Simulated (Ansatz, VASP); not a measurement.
**One calculation of Sn, two programs**

```xyz
2
Lattice="0.0000 3.2333 3.2333 3.2333 0.0000 3.2333 3.2333 3.2333 0.0000" Properties=species:S:1:pos:R:3 pbc="T T T"
Sn    4.8500    4.8500    4.8500
Sn    3.2333    3.2333    3.2333
```

Alike in both runs: functional LDA; k mesh 7 × 7 × 7; occupations fermi-dirac, width 0.05 eV; no spin polarisation.

|  | VASP | Ansatz |
| --- | --- | --- |
| version | VASP 6.6.1 | Ansatz 0.2.0 |
| potentials or method | VASP PAW LDA potentials, release 64 (Sn_d), cutoff 520 eV | all-electron LAPW, scalar-relativistic |
| task | single point | band structure |

```csv
,VASP,Ansatz,Ansatz less VASP
gap on the k mesh at the Fermi level (eV),none,none,-
pressure (GPa),0.2,0.2,0.00
```

A gap of «none» marks a metal or a gap that the smearing closes. Ansatz ran all-electron here, so the differences hold the error of VASP's frozen core and of both bases.

Caveats: spin-orbit coupling is left out, which moves the levels of the heavy elements (Ansatz).
